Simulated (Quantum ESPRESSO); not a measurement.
# Cu in Quantum ESPRESSO: further runs

One slab, Cu, is run at these levels: PBE; tasks: work function.

All numbers are computed with Quantum ESPRESSO 7.5; they aren't measurements. Logs are shortened: lines on timing, memory, paths and dates and some standing lists are left out, and cuts for length are marked.

**1. The structure**

The cell holds a slab with vacuum, 6 atoms: a = 2.531 Å, b = 2.531 Å, c = 25.327 Å, α = 90.00°, β = 90.00°, γ = 120.00°.

The slab is cut from a database's or a generator's crystal, which needn't be the stable form of the element.

**2. Work function, PBE**

pw.in reads:

```
&CONTROL
  calculation = 'scf'
  prefix = 'pwscf'
  outdir = './tmp'
  pseudo_dir = './pseudo'
  tprnfor = .true.
  disk_io = 'low'
  tefield = .true.
  dipfield = .true.
/
&SYSTEM
  ibrav = 0
  celldm(1) = 8
  nat = 6
  ntyp = 1
  ecutwfc = 28
  nbnd = 73
  occupations = 'smearing'
  smearing = 'fd'
  degauss = 0.00367493
  edir = 3
  emaxpos = 0.9802
  eopreg = 0.0395
  eamp = 0
/
&ELECTRONS
  conv_thr = 6d-09
  electron_maxstep = 150
  mixing_beta = 0.3
  mixing_mode = 'local-TF'
/
ATOMIC_SPECIES
Cu    63.5460 Cu.upf
CELL_PARAMETERS alat
  0.5978063620576   0.0000000000000   0.0000000000000
 -0.2989031810241   0.5177154960968   0.0000000000000
  0.0000000000000   0.0000000000000   5.9827002014082
ATOMIC_POSITIONS crystal
Cu     0.6666666700    0.3333333400    0.2961235198
Cu     0.0000000000    0.0000000000    0.3776741119
Cu     0.3333333300    0.6666666600    0.4592247040
Cu     0.0000000000    0.0000000000    0.5407752960
Cu     0.6666666700    0.3333333400    0.6223258881
Cu     0.0000000000    0.0000000000    0.7038764802
K_POINTS automatic
12 12 1 0 0 0
```

pp_density.in reads:

```
&INPUTPP
  prefix = 'pwscf'
  outdir = './tmp'
  filplot = 'density.dat'
  plot_num = 0
/
&PLOT
  nfile = 1
  filepp(1) = 'density.dat'
  iflag = 3
  output_format = 6
  fileout = 'density.cube'
/
```

pp_potential.in reads:

```
&INPUTPP
  prefix = 'pwscf'
  outdir = './tmp'
  filplot = 'potential.dat'
  plot_num = 11
/
&PLOT
  nfile = 1
  filepp(1) = 'potential.dat'
  iflag = 3
  output_format = 6
  fileout = 'potential.cube'
/
```

pp_elf.in reads:

```
&INPUTPP
  prefix = 'pwscf'
  outdir = './tmp'
  filplot = 'elf.dat'
  plot_num = 8
/
&PLOT
  nfile = 1
  filepp(1) = 'elf.dat'
  iflag = 3
  output_format = 6
  fileout = 'elf.cube'
/
```

Potentials or basis: Ansatz NC SR PBE.

Started as:

```console
$ OMP_NUM_THREADS=1 mpirun -n 2 pw.x -nk 2 -in pw.in > pw.out
$ OMP_NUM_THREADS=1 mpirun -n 1 pp.x -in pp_density.in > pp_density.out
$ OMP_NUM_THREADS=1 mpirun -n 1 pp.x -in pp_potential.in > pp_potential.out
$ OMP_NUM_THREADS=1 mpirun -n 1 pp.x -in pp_elf.in > pp_elf.out
```

pw.out:

```text
[... set-up lines left out ...]
     Self-consistent Calculation

     iteration #  1     ecut=    28.00 Ry     beta= 0.30
     Davidson diagonalization with overlap
     ethr =  1.00E-02,  avg # of iterations =  6.1

     negative rho (up, down):  1.573E-01 0.000E+00

     Adding external electric field

     Computed dipole along edir(3) :
        Dipole                0.0027 Ry au,          0.0068 Debye
        Dipole field          0.0000 Ry au,

        Potential amp.       -0.0032 Ry
        Total length         45.9711 bohr

     total energy              =   -2184.59815611 Ry
     estimated scf accuracy    <     477.46980564 Ry

     iteration #  2     ecut=    28.00 Ry     beta= 0.30
     Davidson diagonalization with overlap
     ethr =  1.00E-02,  avg # of iterations =  3.1

     negative rho (up, down):  1.222E-01 0.000E+00

     Adding external electric field

     Computed dipole along edir(3) :
        Dipole               -0.0019 Ry au,         -0.0047 Debye
        Dipole field         -0.0000 Ry au,
[... 319 lines left out ...]
     Computed dipole along edir(3) :
        Dipole               -0.0029 Ry au,         -0.0074 Debye
        Dipole field         -0.0000 Ry au,

        Potential amp.        0.0035 Ry
        Total length         45.9711 bohr

     total energy              =   -2177.96300096 Ry
     estimated scf accuracy    <       0.00000002 Ry

     iteration # 22     ecut=    28.00 Ry     beta= 0.30
     Davidson diagonalization with overlap
     ethr =  1.37E-11,  avg # of iterations =  1.1

     Adding external electric field

     Computed dipole along edir(3) :
        Dipole               -0.0029 Ry au,         -0.0073 Debye
        Dipole field         -0.0000 Ry au,

        Potential amp.        0.0035 Ry
        Total length         45.9711 bohr

     End of self-consistent calculation

          k = 0.0000 0.0000 0.0000 (  2295 PWs)   bands (ev):

  -145.5091-145.3958-145.3449-145.3075-145.0188-144.9208 -82.4013 -81.5063
   -80.7132 -79.0360 -79.0360 -78.8861 -78.8861 -78.7328 -78.6755 -78.6755
   -78.6431 -78.3444 -78.3444 -78.0042 -78.0042 -77.9732 -77.9732 -77.9213
    -5.8941  -5.1049  -3.9741  -2.6823  -1.5574  -1.1345   0.8762   0.8762
     1.2499   1.5157   1.5157   2.2742   2.3537   2.3537   2.5985   2.6136
     2.6136   2.7552   2.7583   2.7583   2.8313   2.8313   2.9664   2.9664
     2.9688   3.2787   3.2787   3.3460   3.3460   3.3907   3.3907   3.6844
     3.6844   3.7502   3.7502   4.4152   5.0395   8.5706   8.6132   9.9956
    10.0487  12.0212  12.5773  15.1437  15.4759  18.8131  18.9219  22.6952
    23.1081

          k = 0.0000 0.1610 0.0000 (  2295 PWs)   bands (ev):

  -145.5127-145.3985-145.3345-145.3086-145.0162-144.9208 -82.1837 -81.5615
   -80.8317 -79.6461 -79.5784 -79.1753 -79.0195 -78.9960 -78.6875 -78.5652
   -78.5229 -78.1272 -78.0302 -78.0203 -77.9604 -77.8436 -77.6090 -77.5276
    -5.6431  -4.8544  -3.7305  -2.4454  -1.3877  -1.1459   0.8609   0.9894
     1.0737   1.4195   1.4238   1.9717   2.0216   2.1728   2.3506   2.4607
     2.6161   2.6649   2.7347   2.8463   2.9537   2.9664   2.9866   3.1665
     3.2606   3.2870   3.3385   3.4407   3.4446   3.5226   3.5599   3.5902
     3.7046   3.8023   3.8638   4.8238   5.5347   8.7014   8.8175  10.1788
    10.1979  12.2511  12.7489  15.3409  15.6862  19.0065  19.0871  22.8622
    23.2256

          k = 0.0000 0.3219 0.0000 (  2315 PWs)   bands (ev):

  -145.5130-145.3908-145.3530-145.3195-145.0243-144.9282 -81.5063 -81.3169
   -80.7672 -80.3583 -79.7483 -79.4339 -79.2113 -79.1754 -79.0054 -78.8893
   -78.7638 -78.5491 -78.5159 -78.3630 -78.2329 -78.0213 -77.9584 -77.9568
    -4.9201  -4.1520  -3.0731  -1.8488  -0.8306  -0.7028   0.5505   0.8919
     1.3859   1.4303   1.6082   1.6457   1.8287   2.0104   2.0240   2.1762
     2.2565   2.4179   2.4216   2.5051   2.6355   2.7401   2.7677   2.8914
     2.9851   3.0350   3.2182   3.2362   3.2866   3.3947   3.4819   3.6627
     3.7141   3.8805   4.0932   5.6496   7.1831   9.2015   9.5039  10.7863
    10.8562  12.9309  13.3207  15.9480  16.2667  19.5941  19.6283  20.9414
    21.8145
[... 809 lines left out ...]
  -145.5558-145.4352-145.4016-145.3635-145.0708-144.9736 -81.4884 -81.3983
   -81.3036 -81.2097 -81.0701 -80.9358 -80.7442 -80.5531 -80.3569 -79.9607
   -79.8133 -79.7592 -79.5468 -79.3639 -79.2300 -79.1155 -78.8020 -78.6035
    -1.8876  -1.3640  -0.7985  -0.4848  -0.3482  -0.0289   0.0924   0.2486
     0.4372   0.6173   0.7025   0.8525   1.1176   1.1839   1.4663   1.5476
     1.6523   1.7865   1.8643   1.9610   2.0221   2.0467   2.0986   2.2130
     2.3520   2.4293   2.5844   2.7731   2.8775   3.0664   3.3500   3.6289
     4.4700   5.3198   6.5664   8.2503  11.2035  11.9088  12.7847  12.8329
    13.2970  13.9956  14.1531  14.4308  15.3420  15.8251  16.2205  16.3722
    16.5677

          k = 0.6970 0.2414 0.0000 (  2397 PWs)   bands (ev):

  -145.5627-145.4416-145.4034-145.3673-145.0749-144.9780 -81.7784 -81.7028
   -81.3888 -81.2759 -81.1025 -80.8782 -80.7670 -80.6685 -80.4950 -80.3050
   -80.0254 -79.7458 -79.6343 -79.4224 -79.2824 -79.0378 -78.9046 -78.8044
    -1.6997  -1.2927  -0.9240  -0.5939  -0.2568  -0.0716   0.2075   0.3078
     0.5460   0.6498   0.6918   0.8466   1.0356   1.2063   1.3166   1.3733
     1.5905   1.7050   1.8557   1.9718   2.0497   2.1300   2.2602   2.3173
     2.3487   2.4145   2.5414   2.6080   3.0027   3.1479   3.1732   3.3586
     4.0234   5.0912   6.6411   8.5067  10.5961  11.1114  11.6699  12.4042
    12.6076  13.2213  13.8182  14.3539  14.6594  15.3430  16.4745  16.9025
    17.1260

          k =-0.8364-0.4829 0.0000 (  2354 PWs)   bands (ev):

  -145.5296-145.4122-145.3620-145.3332-145.0396-144.9435 -81.1979 -81.1143
   -81.0029 -80.7037 -80.4532 -80.2574 -80.0936 -79.9712 -79.6740 -79.5149
   -79.3877 -79.3037 -79.2007 -78.9665 -78.9175 -78.6031 -78.4210 -78.3226
    -0.8393  -0.7730  -0.3438  -0.2616  -0.0216   0.3235   0.7263   0.9874
     1.0730   1.4165   1.4622   1.4749   1.5562   1.6566   1.7437   1.9040
     1.9402   2.0880   2.1676   2.2880   2.3397   2.4673   2.5421   2.6924
     2.8451   2.9114   2.9335   2.9460   3.1164   3.1616   5.2595   5.7382
     6.2580   6.7204   7.0366   7.1926   9.3779   9.5914  10.2562  10.5732
    11.8638  12.4062  14.6267  15.5384  15.8129  15.9543  16.5078  16.9666
    17.5026

          k =-0.8364-0.3219 0.0000 (  2393 PWs)   bands (ev):

  -145.5569-145.4377-145.3943-145.3632-145.0692-144.9723 -81.5544 -81.4417
   -81.1892 -81.1305 -80.9913 -80.8641 -80.6408 -80.5610 -80.2497 -80.1799
   -79.8687 -79.8527 -79.6011 -79.4546 -79.2964 -79.2021 -79.0907 -78.9407
    -1.0249  -0.9366  -0.6756  -0.5036  -0.2399   0.0289   0.3861   0.5092
     0.6765   0.8690   1.0830   1.2618   1.3870   1.4463   1.6306   1.6929
     1.7903   1.8859   1.9338   1.9764   2.0491   2.1220   2.1847   2.2539
     2.3397   2.4177   2.5181   2.6785   2.9094   2.9648   4.7309   5.1315
     5.6980   6.7490   7.6571   7.8262   9.1672   9.4635  10.3611  10.6883
    11.9317  13.4136  14.1829  14.7662  15.5300  16.4211  16.7122  17.0976
    17.3454

          k =-0.8364-0.1610 0.0000 (  2395 PWs)   bands (ev):

  -145.5600-145.4401-145.3975-145.3661-145.0723-144.9750 -81.7701 -81.4011
   -81.1781 -81.0357 -80.9738 -80.8692 -80.7734 -80.6604 -80.4116 -80.2878
   -80.1077 -79.9069 -79.7254 -79.4577 -79.3721 -79.0298 -78.9295 -78.8186
    -0.8918  -0.8100  -0.6376  -0.4054  -0.1550   0.0296   0.2727   0.3485
     0.4810   0.7472   0.8001   0.8763   1.1025   1.3678   1.4379   1.5609
     1.6896   1.7896   1.8536   1.9248   2.0153   2.1106   2.1920   2.3272
     2.4338   2.4595   2.5337   2.6613   2.8347   2.8927   4.6533   5.0396
     5.6177   6.6810   8.2245   9.3822   9.9145  10.2760  11.0777  12.1022
    13.2833  13.6418  14.1091  14.4837  14.9198  15.7630  15.7927  16.2848
    16.6547

          k =-0.8364 0.0000 0.0000 (  2392 PWs)   bands (ev):

  -145.5572-145.4345-145.4025-145.3654-145.0720-144.9747 -81.7578 -81.3683
   -81.2488 -81.0150 -80.9643 -80.8544 -80.6757 -80.6021 -80.3458 -80.2470
   -79.9942 -79.8775 -79.4907 -79.4007 -79.3651 -79.2381 -78.9464 -78.7612
    -0.8066  -0.6138  -0.5171  -0.3465  -0.1785   0.0610   0.2352   0.3580
     0.3809   0.7035   0.8131   0.9863   1.1349   1.1946   1.3498   1.4651
     1.6157   1.7000   1.8267   1.8849   1.9811   2.1085   2.2835   2.2972
     2.3790   2.4410   2.5639   2.7180   2.8791   2.9286   4.4625   5.0517
     5.6837   6.7729   8.2073   9.6715  11.3751  11.6736  12.1630  12.8771
    13.1604  13.3270  13.9681  14.0148  14.5687  15.3356  15.6484  15.7690
    16.4898

          k =-0.8364 0.1610 0.0000 (  2395 PWs)   bands (ev):

  -145.5600-145.4401-145.3975-145.3661-145.0723-144.9750 -81.7701 -81.4011
   -81.1781 -81.0357 -80.9738 -80.8692 -80.7734 -80.6604 -80.4116 -80.2878
   -80.1077 -79.9069 -79.7254 -79.4577 -79.3721 -79.0298 -78.9295 -78.8186
    -0.8918  -0.8100  -0.6376  -0.4054  -0.1550   0.0296   0.2727   0.3485
     0.4810   0.7472   0.8001   0.8763   1.1025   1.3678   1.4379   1.5609
     1.6896   1.7896   1.8536   1.9248   2.0153   2.1106   2.1920   2.3272
     2.4338   2.4595   2.5337   2.6613   2.8347   2.8927   4.6533   5.0396
     5.6177   6.6810   8.2245   9.3822   9.9145  10.2760  11.0777  12.1022
    13.2833  13.6418  14.1091  14.4837  14.9198  15.7630  15.7927  16.2848
    16.6548

          k =-0.8364 0.3219 0.0000 (  2393 PWs)   bands (ev):

  -145.5569-145.4377-145.3943-145.3632-145.0692-144.9723 -81.5544 -81.4417
   -81.1892 -81.1305 -80.9913 -80.8641 -80.6408 -80.5610 -80.2497 -80.1799
   -79.8687 -79.8527 -79.6011 -79.4546 -79.2964 -79.2021 -79.0907 -78.9407
    -1.0249  -0.9366  -0.6756  -0.5036  -0.2399   0.0289   0.3861   0.5092
     0.6765   0.8690   1.0830   1.2618   1.3870   1.4463   1.6306   1.6929
     1.7903   1.8859   1.9338   1.9764   2.0491   2.1220   2.1847   2.2539
     2.3397   2.4177   2.5181   2.6785   2.9094   2.9648   4.7309   5.1315
     5.6980   6.7490   7.6571   7.8262   9.1672   9.4635  10.3611  10.6883
    11.9317  13.4136  14.1829  14.7662  15.5300  16.4211  16.7122  17.0975
    17.3454

          k =-0.8364-1.4487 0.0000 (  2354 PWs)   bands (ev):

  -145.5296-145.4122-145.3620-145.3332-145.0396-144.9435 -81.1979 -81.1143
   -81.0029 -80.7037 -80.4532 -80.2574 -80.0936 -79.9712 -79.6740 -79.5149
   -79.3877 -79.3037 -79.2007 -78.9665 -78.9175 -78.6031 -78.4210 -78.3226
    -0.8393  -0.7730  -0.3438  -0.2616  -0.0216   0.3235   0.7263   0.9874
     1.0730   1.4165   1.4622   1.4749   1.5562   1.6566   1.7437   1.9040
     1.9402   2.0880   2.1676   2.2880   2.3397   2.4673   2.5421   2.6924
     2.8451   2.9114   2.9335   2.9460   3.1164   3.1616   5.2595   5.7382
     6.2580   6.7204   7.0366   7.1926   9.3779   9.5914  10.2562  10.5732
    11.8638  12.4062  14.6267  15.5384  15.8129  15.9543  16.5078  16.9666
    17.5026

     the Fermi energy is     5.0904 ev

!    total energy              =   -2177.96300041 Ry
     estimated scf accuracy    <          5.8E-09 Ry
     smearing contrib. (-TS)   =      -0.00160195 Ry
     internal energy E=F+TS    =   -2177.96139846 Ry

     The total energy is F=E-TS. E is the sum of the following terms:
     one-electron contribution =  -18444.07428597 Ry
     hartree contribution      =    9185.97583756 Ry
     xc contribution           =    -257.50542638 Ry
     ewald contribution        =    7337.64247623 Ry
     electric field correction =       0.00000011 Ry

     convergence has been achieved in  22 iterations

     Forces acting on atoms (cartesian axes, Ry/au):

     atom    1 type  1   force =     0.00000000    0.00000001    0.18997838
     atom    2 type  1   force =    -0.00000003   -0.00000003    0.16449194
     atom    3 type  1   force =    -0.00000001    0.00000008    0.07671124
     atom    4 type  1   force =     0.00000000   -0.00000001   -0.08263615
     atom    5 type  1   force =    -0.00000001   -0.00000005   -0.16288644
     atom    6 type  1   force =     0.00000004    0.00000000   -0.18565895

     Total force =     0.369951     Total SCF correction =     0.000722

=------------------------------------------------------------------------------=
   JOB DONE.
=------------------------------------------------------------------------------=
```

Run time: 3.9 min. Hardware: 2 MPI ranks of Arm Neoverse V2, shared host; peak memory 0.34 GiB.

These settings aren't checked as converged: the numbers below hold their error.

What came out:

```
Free energy            : -29632.6962 eV
Largest force          : 4.885 eV/Å
Band gap on the k mesh : none (metal or under the smearing width)
Dipole across the slab : -0.01 D
```

Caveat: the cutoff lies well under what these potentials need, so the values aren't converged.

(Part 1 of 3 ends here.)
